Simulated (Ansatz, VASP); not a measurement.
# Cross-check of LaGe2Pd2 between VASP and Ansatz, part 2 of 2

Wanted: the spread between two codes on one cell, functional and k mesh. The structure shown comes from an earlier Ansatz run, which isn't shown and may have moved the atoms alone.

VASP 6.6.1 and Ansatz 0.2.0.

So far: The structure; Ansatz: elastic constants, PBEsol.

**3. VASP: elastic constants, PBEsol**

Level of this step: PBEsol; plane waves and PAW (La, Ge_d, Pd) (VASP).

The same cell, functional, mesh and smearing now go to VASP, with its own data sets.

Lines of VASP's logs that name or quote its potential files are left out, and so is its time.

INCAR reads:

```
SYSTEM = LaGe2Pd2
PREC = Accurate
ENCUT = 500
EDIFF = 1E-08
NELM = 200
ISMEAR = 0
SIGMA = 0.05
LREAL = .FALSE.
ALGO = Normal
GGA = PS
NBANDS = 36
LASPH = .TRUE.
LORBIT = 11
LWAVE = .FALSE.
LCHARG = .FALSE.
ISIF = 3
IBRION = 6
NFREE = 2
POTIM = 0.015
NSW = 1
GGA_COMPAT = .FALSE.
LMAXMIX = 6
KPAR = 2
```

POSCAR reads:

```
LaGe2Pd2
1.0
   -2.1671357932      2.1671357932      5.0410058974
    2.1671357932     -2.1671357932      5.0410058974
    2.1671357932      2.1671357932     -5.0410058974
La Ge Pd
1 2 2
Direct
    0.0000000000      0.0000000000      0.0000000000
    0.6237599650      0.6237599650      0.0000000000
    0.3762400350      0.3762400350      0.0000000000
    0.2500000000      0.7500000000      0.5000000000
    0.7500000000      0.2500000000      0.5000000000
```

KPOINTS reads:

```
Automatic mesh
0
Gamma
6 6 6
0 0 0
```

The projector-augmented-wave data sets are La, Ge_d and Pd (PBE family, release 64).

Command:

```sh
> mpirun -np 2 vasp_std
```

Numbers of over 12 decimals in the logs are rounded to 6 here.

The log of the run:

```text
[banner, memory and clock lines left out]
running    2 mpi-ranks, on    1 nodes
 distrk:  each k-point on    1 cores,    2 groups
 distr:  one band on    1 cores,    1 groups

 POSCAR found type information on POSCAR LaGePd
 POSCAR found :  3 types and       5 ions
|                                                                             |
|               ----> ADVICE to this user running VASP <----                  |
|                                                                             |
|     You enforced a specific xc type in the INCAR file but a different       |
|     [... a line on the potential file left out ...]
|     I HOPE YOU KNOW WHAT YOU ARE DOING!                                     |
|                                                                             |

 LDA part: xc-table for (Slater+PW92), standard interpolation
 POSCAR, INCAR and KPOINTS ok, starting setup
 FFT: planning ... GRIDC
 FFT: planning ... GRID_SOFT
 FFT: planning ... GRID
 WAVECAR not read
 entering main loop
       N       E                     dE             d eps       ncg     rms          rms(c)
DAV:   1     0.569563225723E+03    0.56956E+03   -0.24980E+04  2516   0.349E+03
DAV:   2     0.985127074001E+02   -0.47105E+03   -0.44675E+03  2208   0.733E+02
DAV:   3    -0.131767349761E+02   -0.11169E+03   -0.10360E+03  2328   0.227E+02
DAV:   4    -0.318323230679E+02   -0.18656E+02   -0.17537E+02  3684   0.786E+01
DAV:   5    -0.329069988657E+02   -0.10747E+01   -0.10397E+01  3592   0.190E+01    0.126E+01
DAV:   6    -0.323286321431E+02    0.57837E+00   -0.21421E+01  3424   0.241E+01    0.733E+00
DAV:   7    -0.316316147200E+02    0.69702E+00   -0.42896E+00  3232   0.132E+01    0.341E+00
DAV:   8    -0.316322590681E+02   -0.64435E-03   -0.97949E-01  3392   0.545E+00    0.152E+00
DAV:   9    -0.315907472400E+02    0.41512E-01   -0.22690E-01  3472   0.319E+00    0.304E-01
DAV:  10    -0.315911551498E+02   -0.40791E-03   -0.23534E-02  3696   0.102E+00    0.166E-01
DAV:  11    -0.315916537558E+02   -0.49861E-03   -0.22802E-03  3436   0.238E-01    0.776E-02
DAV:  12    -0.315917668398E+02   -0.11308E-03   -0.44562E-04  4056   0.920E-02    0.392E-02
DAV:  13    -0.315918209958E+02   -0.54156E-04   -0.29173E-04  3308   0.862E-02    0.158E-02
DAV:  14    -0.315918233660E+02   -0.23703E-05   -0.39444E-05  3976   0.385E-02    0.961E-03
DAV:  15    -0.315918259169E+02   -0.25509E-05   -0.19850E-05  3488   0.189E-02    0.365E-03
DAV:  16    -0.315918259560E+02   -0.39087E-07   -0.57857E-06  4048   0.101E-02    0.104E-03
DAV:  17    -0.315918260369E+02   -0.80912E-07   -0.33804E-07  3352   0.291E-03    0.696E-04
DAV:  18    -0.315918260217E+02    0.15223E-07   -0.40668E-08  3008   0.117E-03    0.237E-04
DAV:  19    -0.315918260422E+02   -0.20542E-07   -0.10187E-08  2120   0.676E-04    0.244E-04
DAV:  20    -0.315918260360E+02    0.62792E-08   -0.35010E-09  1720   0.526E-04
   1 F= -.31591826E+02 E0= -.31590290E+02  d E =-.307276E-02
[... from here on, the cycles between the ionic steps are left out ...]
   2 F= -.31578001E+02 E0= -.31576384E+02  d E =-.323407E-02
  18 F= -.31590987E+02 E0= -.31589454E+02  d E =-.306474E-02
  19 F= -.31590987E+02 E0= -.31589454E+02  d E =-.306473E-02
  20 F= -.31590462E+02 E0= -.31588896E+02  d E =-.313175E-02
  21 F= -.31590850E+02 E0= -.31589308E+02  d E =-.308393E-02
  22 F= -.31591121E+02 E0= -.31589587E+02  d E =-.306656E-02
  23 F= -.31591121E+02 E0= -.31589587E+02  d E =-.306657E-02
  24 F= -.31591201E+02 E0= -.31589669E+02  d E =-.306461E-02
 Finite differences progress:
  Degree of freedom:  12/ 12
  Displacement:        1/  2
  Total:              23/ 24
 bond charge predicted
       N       E                     dE             d eps       ncg     rms          rms(c)
DAV:   1    -0.315847599849E+02    0.64410E-02   -0.42023E+00  4064   0.702E+00    0.143E-01
DAV:   2    -0.315915393035E+02   -0.67793E-02   -0.70955E-02  5360   0.214E+00    0.136E-01
DAV:   3    -0.315915039736E+02    0.35330E-04   -0.20962E-03  4952   0.325E-01    0.112E-01
DAV:   4    -0.315912145385E+02    0.28944E-03   -0.72582E-04  5656   0.178E-01    0.352E-02
DAV:   5    -0.315912100861E+02    0.44525E-05   -0.21118E-04  4704   0.135E-01    0.242E-02
DAV:   6    -0.315912030114E+02    0.70747E-05   -0.32511E-05  4836   0.548E-02    0.138E-02
DAV:   7    -0.315912011527E+02    0.18587E-05   -0.67437E-06  4736   0.274E-02    0.565E-03
DAV:   8    -0.315912010445E+02    0.10828E-06   -0.17411E-06  5272   0.119E-02    0.838E-04
DAV:   9    -0.315912010269E+02    0.17557E-07   -0.13857E-07  4928   0.313E-03    0.525E-04
DAV:  10    -0.315912010204E+02    0.64747E-08   -0.18905E-08  3176   0.183E-03
  25 F= -.31591201E+02 E0= -.31589669E+02  d E =-.306462E-02
 Finite differences progress:
  Degree of freedom:  12/ 12
  Displacement:        2/  2
  Total:              24/ 24
```

From OUTCAR (step 3):

```text
ion  position               nearest neighbor table
   1  0.000  0.000  0.000-   5 3.32   4 3.32   4 3.32   5 3.32   4 3.32   5 3.32   5 3.32   4 3.32

  LATTYP: Found a body centered tetragonal cell.
 ALAT       =     4.3342715864
 C/A-ratio  =     2.3261144563

 Subroutine GETGRP returns: Found 16 space group operations
 (whereof 16 operations were pure point group operations)

The static configuration has the point symmetry D_4h.

 Found     30 irreducible k-points:

   k-points           NKPTS =     30   k-points in BZ     NKDIM =     30   number of bands    NBANDS=     36

   dimension x,y,z NGX =    48 NGY =   48 NGZ =   48
   dimension x,y,z NGXF=    96 NGYF=   96 NGZF=   96

   ENCUT  =  500.0 eV  36.75 Ry    6.06 a.u.  10.76 10.76 10.76*2*pi/ulx,y,z

   NELECT =      59.0000    total number of electrons

 k-points in reciprocal lattice and weights: Automatic mesh
   0.00000000  0.00000000  0.00000000       0.005
   0.16666667  0.00000000  0.00000000       0.037
   0.33333333 -0.00000000  0.00000000       0.037
   0.50000000 -0.00000000  0.00000000       0.019
   0.16666667  0.16666667  0.00000000       0.037
   0.33333333  0.16666667  0.00000000       0.074
   0.50000000  0.16666667  0.00000000       0.074
  -0.33333333  0.16666667 -0.00000000       0.074
  -0.16666667  0.16666667  0.00000000       0.019
[...]
-0.33333333 -0.33333333  0.33333333       0.009
   0.50000000  0.50000000  0.50000000       0.005

 average (electrostatic) potential at core
       1 -94.9066       2 -69.7243       3 -69.7209       4 -71.8529       5 -71.8527

 E-fermi :   8.8407

 k-point     1 :       0.0000    0.0000    0.0000
  band No.  band energies     occupation
    ...
     26       6.8383      2.00000
     27       7.5090      2.00000
     28       7.5794      2.00000
     29       7.5868      2.00000
     30       8.5224      2.00000
     31      10.0230      0.00000
     32      10.0334      0.00000
     33      11.0047      0.00000
     34      11.2507      0.00000
     35      11.3499      0.00000
    ...

 k-point     2 :       0.1667    0.0000    0.0000
  band No.  band energies     occupation
    ...
     26       6.7529      2.00000
     27       7.0066      2.00000
     28       7.2979      2.00000
     29       8.4278      2.00000
     30       8.4683      2.00000
     31       9.6902      0.00000
     32      10.1439      0.00000
     33      11.1561      0.00000
     34      11.2669      0.00000
     35      11.3565      0.00000
    ...

 k-point     3 :       0.3333   -0.0000    0.0000
  band No.  band energies     occupation
    ...
     25       6.1311      2.00000
     26       6.1897      2.00000
     27       6.4568      2.00000
     28       7.2621      2.00000
     29       8.6503      2.00000
     30       8.9894      0.00003
     31      10.0649      0.00000
     32      10.7136      0.00000
     33      11.2285      0.00000
     34      11.3137      0.00000
    ...

 Eigenvectors and eigenvalues of the dynamical matrix
 ----------------------------------------------------

   1 f  =    7.199945 THz    45.238591 2PiTHz  240.164327 cm-1    29.776568 meV
             X         Y         Z           dx          dy          dz
      0.000000  0.000000  0.000000     0.000000   -0.000000    0.000000
      0.000000  0.000000  6.288755     0.000000   -0.000000    0.707107
      0.000000  0.000000  3.793256     0.000000    0.000000   -0.707107
      2.167136  0.000000  2.520503    -0.000000   -0.000000   -0.000000
      0.000000  2.167136  2.520503    -0.000000   -0.000000    0.000000

   2 f  =    6.278169 THz    39.446898 2PiTHz  209.417171 cm-1    25.964408 meV
             X         Y         Z           dx          dy          dz
      0.000000  0.000000  0.000000    -0.000000    0.000000    0.000000
      0.000000  0.000000  6.288755    -0.570451   -0.046155   -0.000000
      0.000000  0.000000  3.793256     0.570451    0.046155    0.000000
      2.167136  0.000000  2.520503    -0.413925    0.033490    0.000000
      0.000000  2.167136  2.520503     0.413925   -0.033490   -0.000000

   3 f  =    6.278169 THz    39.446898 2PiTHz  209.417171 cm-1    25.964408 meV
             X         Y         Z           dx          dy          dz
      0.000000  0.000000  0.000000    -0.000000   -0.000000   -0.000000
      0.000000  0.000000  6.288755    -0.046155    0.570451   -0.000000
      0.000000  0.000000  3.793256     0.046155   -0.570451   -0.000000
      2.167136  0.000000  2.520503    -0.033490   -0.413925    0.000000
      0.000000  2.167136  2.520503     0.033490    0.413925    0.000000

   4 f  =    5.875631 THz    36.917676 2PiTHz  195.989943 cm-1    24.299645 meV
             X         Y         Z           dx          dy          dz
      0.000000  0.000000  0.000000     0.134546   -0.069452    0.000000
      0.000000  0.000000  6.288755    -0.514276    0.265469    0.000000
      0.000000  0.000000  3.793256    -0.514276    0.265469   -0.000000
      2.167136  0.000000  2.520503     0.348237   -0.179760   -0.000000
      0.000000  2.167136  2.520503     0.348237   -0.179760   -0.000000

   5 f  =    5.875631 THz    36.917676 2PiTHz  195.989943 cm-1    24.299645 meV
             X         Y         Z           dx          dy          dz
      0.000000  0.000000  0.000000    -0.069452   -0.134546    0.000000
      0.000000  0.000000  6.288755     0.265469    0.514276    0.000000
      0.000000  0.000000  3.793256     0.265469    0.514276    0.000000
      2.167136  0.000000  2.520503    -0.179760   -0.348237   -0.000000
      0.000000  2.167136  2.520503    -0.179760   -0.348237   -0.000000

   6 f  =    5.371135 THz    33.747834 2PiTHz  179.161763 cm-1    22.213218 meV
             X         Y         Z           dx          dy          dz
      0.000000  0.000000  0.000000    -0.000000   -0.000000   -0.049277
      0.000000  0.000000  6.288755     0.000000    0.000000   -0.530331
      0.000000  0.000000  3.793256     0.000000    0.000000   -0.530331
      2.167136  0.000000  2.520503    -0.000000   -0.000000    0.466406
      0.000000  2.167136  2.520503    -0.000000   -0.000000    0.466406

   7 f  =    3.644233 THz    22.897392 2PiTHz  121.558533 cm-1    15.071330 meV
             X         Y         Z           dx          dy          dz
      0.000000  0.000000  0.000000     0.000000    0.000000    0.848275
      0.000000  0.000000  6.288755     0.000000   -0.000000   -0.268737
      0.000000  0.000000  3.793256    -0.000000   -0.000000   -0.268737
      2.167136  0.000000  2.520503    -0.000000   -0.000000   -0.260759
      0.000000  2.167136  2.520503    -0.000000   -0.000000   -0.260759

   8 f  =    3.338656 THz    20.977397 2PiTHz  111.365592 cm-1    13.807567 meV
             X         Y         Z           dx          dy          dz
      0.000000  0.000000  0.000000     0.000000    0.000000    0.000000
      0.000000  0.000000  6.288755    -0.000000   -0.000000   -0.000000
      0.000000  0.000000  3.793256    -0.000000   -0.000000   -0.000000
      2.167136  0.000000  2.520503    -0.000000   -0.000000   -0.707107
      0.000000  2.167136  2.520503    -0.000000   -0.000000    0.707107

   9 f  =    3.288823 THz    20.664286 2PiTHz  109.703333 cm-1    13.601474 meV
             X         Y         Z           dx          dy          dz
      0.000000  0.000000  0.000000    -0.813411    0.193274    0.000000
      0.000000  0.000000  6.288755     0.132828   -0.031561    0.000000
      0.000000  0.000000  3.793256     0.132828   -0.031561   -0.000000
      2.167136  0.000000  2.520503     0.353296   -0.083946   -0.000000
      0.000000  2.167136  2.520503     0.353296   -0.083946    0.000000

  10 f  =    3.288823 THz    20.664286 2PiTHz  109.703333 cm-1    13.601474 meV
             X         Y         Z           dx          dy          dz
      0.000000  0.000000  0.000000     0.193274    0.813411   -0.000000
      0.000000  0.000000  6.288755    -0.031561   -0.132828    0.000000
      0.000000  0.000000  3.793256    -0.031561   -0.132828    0.000000
      2.167136  0.000000  2.520503    -0.083946   -0.353296    0.000000
      0.000000  2.167136  2.520503    -0.083946   -0.353296   -0.000000

  11 f  =    1.643476 THz    10.326264 2PiTHz   54.820455 cm-1     6.796867 meV
             X         Y         Z           dx          dy          dz
      0.000000  0.000000  0.000000     0.000000    0.000000    0.000000
      0.000000  0.000000  6.288755    -0.144936    0.389165    0.000000
      0.000000  0.000000  3.793256     0.144936   -0.389165   -0.000000
      2.167136  0.000000  2.520503     0.199744    0.536327    0.000000
      0.000000  2.167136  2.520503    -0.199744   -0.536327   -0.000000

  12 f  =    1.643476 THz    10.326264 2PiTHz   54.820455 cm-1     6.796867 meV
             X         Y         Z           dx          dy          dz
      0.000000  0.000000  0.000000    -0.000000   -0.000000   -0.000000
      0.000000  0.000000  6.288755    -0.389165   -0.144936   -0.000000
      0.000000  0.000000  3.793256     0.389165    0.144936   -0.000000
      2.167136  0.000000  2.520503     0.536327   -0.199744   -0.000000
      0.000000  2.167136  2.520503    -0.536327    0.199744   -0.000000

  13 f/i=    0.005409 THz     0.033987 2PiTHz    0.180432 cm-1     0.022371 meV
             X         Y         Z           dx          dy          dz
      0.000000  0.000000  0.000000    -0.383650    0.361794   -0.000000
      0.000000  0.000000  6.288755    -0.278374    0.262516   -0.000000
      0.000000  0.000000  3.793256    -0.278374    0.262516   -0.000000
      2.167136  0.000000  2.520503    -0.336989    0.317791   -0.000000
      0.000000  2.167136  2.520503    -0.336989    0.317791   -0.000000

  14 f/i=    0.005409 THz     0.033987 2PiTHz    0.180432 cm-1     0.022371 meV
             X         Y         Z           dx          dy          dz
      0.000000  0.000000  0.000000     0.361794    0.383650   -0.000000
      0.000000  0.000000  6.288755     0.262516    0.278374   -0.000000
      0.000000  0.000000  3.793256     0.262516    0.278374   -0.000000
      2.167136  0.000000  2.520503     0.317791    0.336989   -0.000000
      0.000000  2.167136  2.520503     0.317791    0.336989   -0.000000

  15 f/i=    0.006216 THz     0.039056 2PiTHz    0.207343 cm-1     0.025707 meV
             X         Y         Z           dx          dy          dz
      0.000000  0.000000  0.000000     0.000000   -0.000000   -0.527258
      0.000000  0.000000  6.288755     0.000000   -0.000000   -0.382791
      0.000000  0.000000  3.793256     0.000000   -0.000000   -0.382791
      2.167136  0.000000  2.520503     0.000000   -0.000000   -0.463109
      0.000000  2.167136  2.520503     0.000000   -0.000000   -0.463109

 ELASTIC MODULI CONTR FROM IONIC RELAXATION (kBar)
 Direction    XX          YY          ZZ          XY          YZ          ZX
 --------------------------------------------------------------------------------
 XX        -310.7427     53.2788     10.0728      0.0000      0.0000      0.0000
 YY          53.2788   -310.7427     10.0728      0.0000     -0.0000     -0.0000
 ZZ          10.0728     10.0728     -0.7882      0.0000     -0.0000      0.0000
 XY           0.0000      0.0000      0.0000      0.0000      0.0000      0.0000
 YZ           0.0000     -0.0000     -0.0000      0.0000   -158.7306      0.0000
 ZX           0.0000     -0.0000      0.0000      0.0000      0.0000   -158.7305
 --------------------------------------------------------------------------------

 TOTAL ELASTIC MODULI (kBar)
 Direction    XX          YY          ZZ          XY          YZ          ZX
 --------------------------------------------------------------------------------
 XX        1856.5719    764.6231    913.5413      0.0000      0.0000      0.0000
 YY         764.6231   1856.5719    913.5413      0.0000     -0.0000     -0.0000
 ZZ         913.5413    913.5413   1894.6819      0.0000     -0.0000      0.0000
 XY           0.0000      0.0000      0.0000    372.4887      0.0000      0.0000
 YZ           0.0000     -0.0000     -0.0000      0.0000    524.2297      0.0000
 ZX           0.0000     -0.0000      0.0000      0.0000      0.0000    524.2297
 --------------------------------------------------------------------------------

 total charge
# of ion       s       p       d       f       tot
--------------------------------------------------
    1        2.029   5.641   0.711   0.115   8.496
    2        1.114   1.241  10.066   0.000  12.421
    3        1.114   1.241  10.066   0.000  12.421
    4        0.492   0.546   8.574   0.000   9.613
    5        0.492   0.546   8.574   0.000   9.613
--------------------------------------------------
tot          5.241   9.215  37.992   0.115  52.564

[... 3 further parts left out ...]
```

This run has no spin polarisation. Its electron count is odd, so without a moment it is a metal by construction.

Levels, forces or a CONTCAR printed for this step are those of its last displaced cell, not of the structure at rest.

**4. Comparison**

Known differences besides the potentials themselves: the data sets hold 75 valence electrons in Ansatz (on its default PAW (the set named soft_2) files) and 59 in VASP; the cutoff is 420 eV in Ansatz and 500 eV in VASP; Ansatz makes its cores anew for this functional, VASP keeps those of its PBE data sets; VASP takes each elastic constant from one size of strain, Ansatz from those that its log lists. Total energies have different zeros and are not compared.

Both answers:

| quantity | Ansatz | VASP | difference |
| --- | --- | --- | --- |
| C11 (GPa) | 184.3 | 185.7 | -0.73 % |
| C22 (GPa) | 184.3 | 185.7 | -0.73 % |
| C33 (GPa) | 188.8 | 189.5 | -0.38 % |
| C12 (GPa) | 76.1 | 76.5 | -0.50 % |
| C13 (GPa) | 90.5 | 91.3 | -0.93 % |
| C23 (GPa) | 90.5 | 91.3 | -0.93 % |
| C44 (GPa) | 51.3 | 52.4 | -2.14 % |
| C55 (GPa) | 51.3 | 52.4 | -2.14 % |
| C66 (GPa) | 40.1 | 37.2 | +7.69 % |

**5. Outcome**

```yaml
difference_in_c66_elastic_constants_pbesol: 7.7 %
```

The difference in C66 is 7.7 % (elastic constants, PBEsol), beyond the 5 % picked in this series as the mark of a large difference. The data sets hold unlike numbers of valence electrons (75 in Ansatz and 59 in VASP), so part of the differences comes from the potentials. Such differences can come from data sets, numerical settings and the points named under the comparisons, not from the functional's error against experiment.

[Lines on the potential files, build, host, timing and source positions are cut from VASP's logs without a mark.]

[Logs are printed without paths, hosts, clocks, repeated set-up lines and the standing remarks that a program may print on its own settings, such as how far it seeks lower states.]

[Hosts, paths, dates, database ids (printed as entryN), source tags and the programs' standing remarks are cut or masked in the printed files.]
